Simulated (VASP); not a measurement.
# Si (Fd-3m) in VASP: further runs

One crystal, Si, is run at these levels: RPBE, PBE, revPBE, TPSS+D2; tasks: relaxation of cell and atoms, single point.

Program: VASP 6.6.1. These are calculated values, not measurements. Logs are shortened: lines on timing, memory, paths and dates and some standing lists are left out, and cuts for length are marked.

### Step 1. Starting point

The structure is cubic, space group Fd-3m (No. 227). Conventional cell: a = 5.444 Å, b = 5.444 Å, c = 5.444 Å, α = 90.00°, β = 90.00°, γ = 90.00°. Si (site symmetry -43m) has 4 Si at 2.36 Å as nearest neighbours.

### Step 2. Relaxation of cell and atoms, RPBE

Input file INCAR:

```
PREC = Accurate
ENCUT = 600
EDIFF = 1E-6
ISMEAR = -1
SIGMA = 0.05
LREAL = False
LASPH = True
NELM = 60
ALGO = Fast
ISIF = 3
LWAVE = False
LCHARG = False
GGA = RP
IBRION = 2
NSW = 60
EDIFFG = -0.01
```

Input file KPOINTS:

```
Automatic mesh
0
Gamma
  8 8 8
```

Input file POSCAR:

```
Si
1.0
    0.0000000000      2.7218511865      2.7218511865
    2.7218511865      0.0000000000      2.7218511865
    2.7218511865      2.7218511865      0.0000000000
Si
2
Direct
    0.5000000000      0.5000000000      0.5000000000
    0.7500000000      0.7500000000      0.7500000000
```

Potentials or basis: VASP PAW PBE potentials, release 64 (Si).

Command:

```
$ cat potpaw_PBE.64/Si/POTCAR > POTCAR
$ mpirun -np 1 vasp_std > vasp.out
```

OUTCAR:

```text
PREC = Accurate
   ENCUT = 600
   EDIFF = 1E-6
   ISMEAR = -1
   LREAL = False
   LASPH = True
   NELM = 60
   ISIF = 3
   GGA = RP
   IBRION = 2
   NSW = 60
   EDIFFG = -0.01

 ion  position               nearest neighbor table
   1  0.500  0.500  0.500-   2 2.36   2 2.36   2 2.36   2 2.36
   2  0.750  0.750  0.750-   1 2.36   1 2.36   1 2.36   1 2.36

  LATTYP: Found a face centered cubic cell.
 ALAT       =     5.4437023730

  Lattice vectors:

 A1 = (   0.0000000000,   2.7218511865,   2.7218511865)
 A2 = (   2.7218511865,   0.0000000000,   2.7218511865)
 A3 = (   2.7218511865,   2.7218511865,   0.0000000000)

Analysis of symmetry for initial positions (statically):
=====================================================================
 Subroutine PRICEL returns:
 Original cell was already a primitive cell.

 Routine SETGRP: Setting up the symmetry group for a
 face centered cubic supercell.

 Subroutine GETGRP returns: Found 48 space group operations
 (whereof 24 operations were pure point group operations)
 out of a pool of 48 trial point group operations.

The static configuration has the point symmetry T_d .
 The point group associated with its full space group is O_h .

Analysis of symmetry for dynamics (positions and initial velocities):
=====================================================================
 Subroutine PRICEL returns:
 Original cell was already a primitive cell.

 Routine SETGRP: Setting up the symmetry group for a
 face centered cubic supercell.

 Subroutine GETGRP returns: Found 48 space group operations
 (whereof 24 operations were pure point group operations)
 out of a pool of 48 trial point group operations.

The dynamic configuration has the point symmetry T_d .
 The point group associated with its full space group is O_h .

 Subroutine INISYM returns: Found 48 space group operations
 (whereof 24 operations are pure point group operations),
 and found     1 'primitive' translations

----------------------------------------------------------------------------------------

                                     Primitive cell

  volume of cell :      40.3295

  direct lattice vectors                    reciprocal lattice vectors
     0.000000000  2.721851186  2.721851186    -0.183698507  0.183698507  0.183698507
     2.721851186  0.000000000  2.721851186     0.183698507 -0.183698507  0.183698507
     2.721851186  2.721851186  0.000000000     0.183698507  0.183698507 -0.183698507

  length of vectors
     3.849278863  3.849278863  3.849278863     0.318175148  0.318175148  0.318175148

  position of ions in fractional coordinates (direct lattice)
     0.500000000  0.500000000  0.500000000
     0.750000000  0.750000000  0.750000000

  ion indices of the primitive-cell ions
   primitive index   ion index
                 1           1
                 2           2

----------------------------------------------------------------------------------------

 KPOINTS: Automatic mesh

Automatic generation of k-mesh.
 Grid dimensions read from file:
 generate k-points for:    8    8    8

 Generating k-lattice:

  Cartesian coordinates                     Fractional coordinates (reciprocal lattice)
    -0.022962313  0.022962313  0.022962313     0.125000000  0.000000000  0.000000000
     0.022962313 -0.022962313  0.022962313     0.000000000  0.125000000  0.000000000
     0.022962313  0.022962313 -0.022962313     0.000000000  0.000000000  0.125000000

  Length of vectors
     0.039771893  0.039771893  0.039771893

  Shift w.r.t. Gamma in fractional coordinates (k-lattice)
     0.000000000  0.000000000  0.000000000

 Subroutine IBZKPT returns following result:
 ===========================================

 Found     29 irreducible k-points:

 Following reciprocal coordinates:
            Coordinates               Weight
  0.000000  0.000000  0.000000      1.000000
  0.125000  0.000000  0.000000      8.000000
  0.250000  0.000000  0.000000      8.000000
  0.375000  0.000000  0.000000      8.000000
  0.500000  0.000000  0.000000      4.000000
  0.125000  0.125000  0.000000      6.000000
[... 21 lines left out ...]
 -0.375000  0.500000  0.125000     12.000000
 -0.250000  0.500000  0.250000      6.000000
   k-points           NKPTS =     29   k-points in BZ     NKDIM =     29   number of bands    NBANDS=      8
   number of dos      NEDOS =    301   number of ions     NIONS =      2
   total plane-waves  NPLWV =  32768
   dimension x,y,z NGX =    32 NGY =   32 NGZ =   32
   dimension x,y,z NGXF=    64 NGYF=   64 NGZF=   64
   ions per type =               2
   NGX,Y,Z   is equivalent  to a cutoff of  13.82, 13.82, 13.82 a.u.
   NGXF,Y,Z  is equivalent  to a cutoff of  27.64, 27.64, 27.64 a.u.
 SYSTEM =  unknown system
   PREC   = accura    normal or accurate (medium, high low for compatibility)
   ISTART =      0    job   : 0-new  1-cont  2-samecut
   ICHARG =      2    charge: 1-file 2-atom 10-const
[... 20 lines left out ...]
   EFERMI =   0.00;   METHOD = LEGACY
   ISMEAR =    -1;   SIGMA  =   0.05  broadening in eV -4-tet -1-fermi 0-gaus
   EFERMI_NEDOS =   21; number of points for ismear=-14 and -15
   IALGO  =     68    algorithm
   IMIX   =      4    mixing-type and parameters
     AMIX     =   0.40;   BMIX     =  1.00
     AMIX_MAG =   1.60;   BMIX_MAG =  1.00
  volume/ion in A,a.u.               =      20.16       136.08
  Fermi-wavevector in a.u.,A,eV,Ry     =   0.954766  1.804247 12.402783  0.911579
  Thomas-Fermi vector in A             =   2.083543
   LORBIT       =      0    0 simple, 1 ext, 2 COOP (PROOUT), +10 PAW based schemes
   GGA     = RP    functional components
   LHFCALC =     F    Hartree Fock is set to
   AEXX    =    0.0000 exact exchange contribution
   IVDW    =     0    specifies the selected vdW correction
   LEPSILON=     F    determine dielectric tensor
   LRPA    =     F    only Hartree local field effects (RPA)
 conjugate gradient relaxation of ions
 non-spin polarized calculation
 RMM-DIIS sequential band-by-band and
  energy-cutoff  :      600.00
  volume of cell :       40.33
 maximum number of plane-waves:      1365
   NGX = 15   NGY = 15   NGZ = 15

--------------------------------------- Ionic step        1  -------------------------------------------

 number of electron       8.0000000 magnetization

 Free energy of the ion-electron system (eV)
  ---------------------------------------------------
  ext. energy  EPLUGINS =         0.00000000
  ---------------------------------------------------
  free energy    TOTEN  =       -10.31241478 eV

  energy without entropy =      -10.31239903  energy(sigma->0) =      -10.31240691

------------------------ aborting loop because EDIFF is reached ----------------------------------------

  FORCE on cell =-STRESS in cart. coord.  units (eV):
  Direction    XX          YY          ZZ          XY          YZ          ZX
  --------------------------------------------------------------------------------------
  -------------------------------------------------------------------------------------
  Total        0.6767266      0.6767266      0.6767266      0.0000000      0.0000000      0.0000000
  in kB       26.8844218     26.8844218     26.8844218      0.0000000      0.0000000      0.0000000
  external PRESSURE =      26.8844218 kB  Pullay stress =       0.0000000 kB

 VOLUME and BASIS-vectors are now :
 -----------------------------------------------------------------------------
  energy-cutoff  :      600.00
  volume of cell :       40.33
      direct lattice vectors                 reciprocal lattice vectors
     0.000000000  2.721851186  2.721851186    -0.183698507  0.183698507  0.183698507
     2.721851186  0.000000000  2.721851186     0.183698507 -0.183698507  0.183698507
     2.721851186  2.721851186  0.000000000     0.183698507  0.183698507 -0.183698507
[... 37 lines left out ...]
 POSITION                                       TOTAL-FORCE (eV/Angst)
 -----------------------------------------------------------------------------------
      2.76628      2.76628      2.76628        -0.000000     -0.000000     -0.000000
      4.14942      4.14942      4.14942         0.000000      0.000000      0.000000
 -----------------------------------------------------------------------------------
    total drift:                               -0.000000     -0.000000     -0.000000

  FREE ENERGIE OF THE ION-ELECTRON SYSTEM (eV)
  ---------------------------------------------------
  free  energy   TOTEN  =       -10.3183300529 eV

  energy  without entropy=      -10.3183225082  energy(sigma->0) =      -10.31832628

--------------------------------------- Ionic step        3  -------------------------------------------

 number of electron       8.0000000 magnetization

 Free energy of the ion-electron system (eV)
  ---------------------------------------------------
  ext. energy  EPLUGINS =         0.00000000
  ---------------------------------------------------
  free energy    TOTEN  =       -10.32229638 eV

  energy without entropy =      -10.32228641  energy(sigma->0) =      -10.32229139

 E-fermi :   5.8792     XC(G=0):  -9.1689

 val. band max:        5.5318734081   @ k =   0.0000   0.0000   0.0000
 cond. band min:       6.2656506148   @ k =   0.3750   0.3750   0.0000
 fundamental gap:      0.7337772067
 Fermi energy:         5.8792245780

 k-point     1 :       0.0000    0.0000    0.0000
  band No.  band energies     occupation
      1      -6.1532      2.00000
      2       5.5319      1.99808
      3       5.5319      1.99808
      4       5.5319      1.99808
      5       8.0869      0.00000
      6       8.0869      0.00000
      7       8.0869      0.00000
      8       8.6070      0.00000

 k-point     2 :       0.1250    0.0000    0.0000
  band No.  band energies     occupation
      1      -5.9556      2.00000
      2       3.9597      2.00000
      3       5.2543      1.99999
      4       5.2543      1.99999
      5       7.9725      0.00000
      6       8.4958      0.00000
      7       8.4958      0.00000
      8      10.0161      0.00000
[... 317 lines left out ...]
 POSITION                                       TOTAL-FORCE (eV/Angst)
 -----------------------------------------------------------------------------------
      2.74879      2.74879      2.74879         0.000000      0.000000      0.000000
      4.12318      4.12318      4.12318        -0.000000     -0.000000     -0.000000
 -----------------------------------------------------------------------------------
    total drift:                               -0.000000     -0.000000     -0.000000

  FREE ENERGIE OF THE ION-ELECTRON SYSTEM (eV)
  ---------------------------------------------------
  free  energy   TOTEN  =       -10.3222963786 eV

  energy  without entropy=      -10.3222864052  energy(sigma->0) =      -10.32229139

 reached required accuracy - stopping structural energy minimisation
```

Wall time 19 s (1 thread of Intel Xeon Platinum 8488C (Sapphire Rapids), shared host); peak memory 0.17 GiB.

What came out:

```yaml
Free_energy: -10.3223 eV
Relaxed_volume: 20.77 Å³/atom
Relaxed_cell: a = 3.887 Å, b = 3.887 Å, c = 3.887 Å, α = 60.00°, β = 60.00°, γ = 60.00°
Space_group_after_relaxing_to_0.05_Å: Fd-3m (No. 227)
Energy_gained_by_relaxing: 4.9 meV/atom
Ionic_steps: 3
Pressure_after_relaxing: 0.0 GPa
Band_gap_on_the_k_mesh: 0.73 eV, indirect (least direct gap 2.55 eV)
```

The path:
```tsv
step	energy change (eV)	largest force (eV/Å)	pressure (GPa)	volume (Å³)
1	0.0000	0.0000	2.69	40.33
2	-0.0059	0.0000	-1.56	42.34
3	-0.0099	0.0000	0.02	41.54
```

Final structure:
```
Si
1.0
     0.00000    2.74879    2.74879
     2.74879    0.00000    2.74879
     2.74879    2.74879    0.00000
Si
2
Cartesian
  2.7488 2.7488 2.7488
  4.1232 4.1232 4.1232
```

Levels at points of the mesh, in eV from the valence-band top:
| k point | band 2 | band 3 | band 4 | band 5 | band 6 | band 7 |
| --- | --- | --- | --- | --- | --- | --- |
| (0.00, 0.00, 0.00) | 0.00 | 0.00 | 0.00 | 2.55 | 2.55 | 2.55 |
| (0.50, 0.00, 0.00) | -6.77 | -1.16 | -1.16 | 1.49 | 3.36 | 3.36 |
| (0.50, 0.50, 0.00) | -7.68 | -2.75 | -2.75 | 0.84 | 0.84 | 9.85 |

Caveat: the PAW data sets were made with another functional, which shifts forces and pressure a little. Expect the measured gap to be larger: semilocal functionals such as RPBE lack the derivative discontinuity.

### Step 3. Single point, PBE

Input file INCAR:

```
SYSTEM = Si
ALGO = Fast
EDIFF = 1E-7
ENCUT = 520
GGA = PE
ISIF = 2
ISMEAR = 0
LASPH = .True.
LCHARG = .False.
LREAL = .False.
LWAVE = .False.
NBANDS = 11
NELM = 60
PREC = Accurate
SIGMA = 0.011
```

Input file KPOINTS:

```
k-points
0
Gamma
  8 8 8
  0 0 0
```

POSCAR is that of step 2.

Potentials or basis: VASP PAW PBE potentials, release 64 (Si).

Command:

```
$ cat potpaw_PBE.64/Si/POTCAR > POTCAR
$ mpirun -np 1 vasp_std > vasp.out
```

Wall time 13 s (1 thread of Intel Xeon Platinum 8488C (Sapphire Rapids), shared host); peak memory 0.15 GiB.

The run converged. Its results:

- Free energy: -10.8439 eV
- Pressure: 1.3 GPa
- Band gap on the k mesh: 0.63 eV, indirect (least direct gap 2.56 eV)

Levels at points of the mesh, in eV from the valence-band top:
| k point | band 1 | band 2 | band 3 | band 4 | band 5 | band 6 | band 7 | band 8 |
| --- | --- | --- | --- | --- | --- | --- | --- | --- |
| (0.00, 0.00, 0.00) | -11.91 | 0.00 | 0.00 | 0.00 | 2.56 | 2.56 | 2.56 | 3.29 |
| (0.50, 0.00, 0.00) | -9.60 | -6.93 | -1.19 | -1.19 | 1.52 | 3.34 | 3.34 | 7.72 |
| (0.50, 0.50, 0.00) | -7.79 | -7.79 | -2.83 | -2.83 | 0.72 | 0.72 | 10.05 | 10.05 |

A k mesh can miss the band edges. As with any semilocal functional, this PBE gap is likely too small.

### Step 4. Relaxation of cell and atoms, revPBE

Input file INCAR:

```
PREC = Accurate ; ENCUT = 600
EDIFF = 1E-7 ; ISMEAR = -1
SIGMA = 0.05 ; LREAL = F
LASPH = T ; NELM = 80
ALGO = Normal ; ISIF = 3
LWAVE = F ; LCHARG = F
GGA = RE ; IBRION = 2
NSW = 40 ; EDIFFG = -0.01
```

Input file KPOINTS:

```
regular mesh
0
Gamma
  8 8 8
```

POSCAR is that of step 3.

Command:

```
$ cat potpaw_PBE.64/Si/POTCAR > POTCAR
$ mpirun -np 1 vasp_std > vasp.out
```

Wall time 28 s (1 thread of Intel Xeon Platinum 8488C (Sapphire Rapids), shared host); peak memory 0.17 GiB.

It converged, with:

| Item | Value |
| --- | --- |
| Free energy | -10.4284 eV |
| Relaxed volume | 20.68 Å³/atom |
| Relaxed cell | a = 3.882 Å, b = 3.882 Å, c = 3.882 Å, α = 60.00°, β = 60.00°, γ = 60.00° |
| Space group after relaxing (to 0.05 Å) | Fd-3m (No. 227) |
| Energy gained by relaxing | 3.7 meV/atom |
| Ionic steps | 3 |
| Pressure after relaxing | 0.0 GPa |
| Band gap on the k mesh | 0.71 eV, indirect (least direct gap 2.55 eV) |

Step by step:
```csv
step,energy change (eV),largest force (eV/Å),pressure (GPa),volume (Å³)
1,0.0000,0.0000,2.33,40.33
2,-0.0043,0.0000,-1.39,42.06
3,-0.0073,0.0000,0.01,41.37
```

Final structure:
```
Si
1.0
     0.00000    2.74498    2.74498
     2.74498    0.00000    2.74498
     2.74498    2.74498    0.00000
Si
2
Direct
  0.50000 0.50000 0.50000
  0.75000 0.75000 0.75000
```

Levels at points of the mesh, in eV from the valence-band top:
```csv
k point,band 1,band 2,band 3,band 4,band 5,band 6,band 7,band 8
"(0.00, 0.00, 0.00)",-11.72,0.00,0.00,0.00,2.55,2.55,2.55,3.09
"(0.50, 0.00, 0.00)",-9.47,-6.80,-1.17,-1.17,1.48,3.36,3.36,7.79
"(0.50, 0.50, 0.00)",-7.69,-7.69,-2.76,-2.76,0.82,0.82,9.87,9.87
```

Caveat: the PAW data sets were made with another functional, which shifts forces and pressure a little. A k mesh can miss the band edges.

### Step 5. Relaxation of cell and atoms, TPSS+D2 (cell strained at random at fixed volume)

Input file INCAR:

```
ALGO = Normal ; EDIFF = 1E-6
EDIFFG = -0.01 ; ENCUT = 600
IBRION = 2 ; ISIF = 3
ISMEAR = 0 ; IVDW = 1
LASPH = True ; LCHARG = False
LMIXTAU = True ; LREAL = False
LWAVE = False ; METAGGA = TPSS
NELM = 60 ; NSW = 60
PREC = Accurate ; SIGMA = 0.1
```

Input file KPOINTS:

```
k-points
0
Gamma
  8 8 8
```

Input file POSCAR:

```
Si
1.0
    0.0379960000      2.7881980000      2.7831870000
    2.7504440000      0.0945720000      2.7266100000
    2.7611300000      2.7423090000      0.0838860000
Si
2
Direct
    0.5000000000      0.5000000000      0.5000000000
    0.7500000000      0.7500000000      0.7500000000
```

Command:

```
$ cat potpaw_PBE.64/Si/POTCAR > POTCAR
$ mpirun -np 1 vasp_std > vasp.out
```

Wall time 15 min (1 thread of Intel Xeon Platinum 8559C (Emerald Rapids), shared host); peak memory 0.24 GiB.

The run converged. Its results:

- Free energy: -20.2539 eV
- Relaxed volume: 19.45 Å³/atom
- Relaxed cell: a = 3.803 Å, b = 3.803 Å, c = 3.803 Å, α = 60.02°, β = 60.02°, γ = 60.02°
- Space group after relaxing (to 0.05 Å): Fd-3m (No. 227)
- Energy gained by relaxing: 28.9 meV/atom
- Ionic steps: 9
- Pressure after relaxing: 0.0 GPa
- Largest force after relaxing: 0.009 eV/Å
- Band gap on the k mesh: 0.63 eV, indirect (least direct gap 2.73 eV)
- Dispersion energy per atom: -0.317 eV

Forces in eV/Å, atoms in the order of the input:
```
Si  -0.004 -0.006 -0.004
Si   0.004  0.006  0.004
```

Step by step:
```
step  energy change (eV)  largest force (eV/Å)  pressure (GPa)  volume (Å³)
   1              0.0000                0.5127           -3.15        40.33
   2             -0.0182                0.9579            2.87        38.01
   3             -0.0535                0.2361           -0.30        39.01
   4             -0.0570                0.0585            0.41        38.75
   5             -0.0570                0.0583            0.47        38.73
   6             -0.0578                0.0282           -0.10        38.94
   7             -0.0578                0.0106            0.02        38.89
   8             -0.0578                0.0119            0.01        38.90
   9             -0.0578                0.0086           -0.02        38.91
```

Final structure:
```yaml
crystal:
  lattice:
    - [-0.00057, 2.68922, 2.68906]
    - [2.68904, -0.00068, 2.68908]
    - [2.68918, 2.68932, -0.00085]
  atoms:
    - { symbol: Si, position: [0.50003, 0.50000, 0.50001] }
    - { symbol: Si, position: [0.74997, 0.75000, 0.74999] }
```

Levels at points of the mesh, in eV from the valence-band top:
| k point | band 1 | band 2 | band 3 | band 4 | band 5 | band 6 | band 7 | band 8 |
| --- | --- | --- | --- | --- | --- | --- | --- | --- |
| (0.00, 0.00, 0.00) | -12.33 | 0.00 | 0.00 | 0.00 | 2.73 | 2.73 | 2.74 | 4.10 |
| (0.50, 0.00, 0.00) | -9.87 | -7.18 | -1.22 | -1.22 | 1.81 | 3.47 | 3.47 | 7.83 |
| (0.00, 0.50, 0.00) | -9.87 | -7.18 | -1.22 | -1.22 | 1.81 | 3.47 | 3.47 | 7.83 |
| (0.50, 0.50, 0.00) | -7.99 | -7.99 | -2.94 | -2.94 | 0.71 | 0.71 | 10.72 | 10.72 |
| (0.00, 0.00, 0.50) | -9.87 | -7.18 | -1.22 | -1.22 | 1.82 | 3.47 | 3.47 | 7.83 |
| (0.50, 0.00, 0.50) | -7.99 | -7.99 | -2.94 | -2.94 | 0.71 | 0.71 | 10.72 | 10.72 |
| (0.00, 0.50, 0.50) | -7.99 | -7.99 | -2.94 | -2.94 | 0.71 | 0.71 | 10.72 | 10.72 |
| (0.50, 0.50, 0.50) | -9.87 | -7.18 | -1.22 | -1.22 | 1.81 | 3.47 | 3.47 | 7.83 |

Caveat: the PAW data sets were made with another functional, which shifts forces and pressure a little. A k mesh can miss the band edges.

### Step 6. The runs side by side

| task | level | cell | cutoff (eV) | smearing | gap on the mesh (eV) | pressure (GPa) | relaxed volume (Å³/atom) |
| --- | --- | --- | --- | --- | --- | --- | --- |
| relaxation of cell and atoms | RPBE | relaxed | 600 | fermi-dirac 0.05 eV | 0.73 | 0.0 | 20.77 |
| single point | PBE | as given | 520 | gaussian 0.011 eV | 0.63 | 1.3 | - |
| relaxation of cell and atoms | revPBE | relaxed | 600 | fermi-dirac 0.05 eV | 0.71 | 0.0 | 20.68 |
| relaxation of cell and atoms | TPSS+D2 | relaxed from: cell strained at random at fixed volume | 600 | gaussian 0.1 eV | 0.63 | 0.0 | 19.45 |

Alike in all rows: potentials or basis VASP PAW PBE potentials, release 64 (Si); no spin polarisation; k mesh 8 × 8 × 8.

Caveats: the PAW data sets were made with another functional, which shifts forces and pressure a little (some runs).

Total energies depend on the potentials used, so only differences within one code and one set of settings carry meaning.
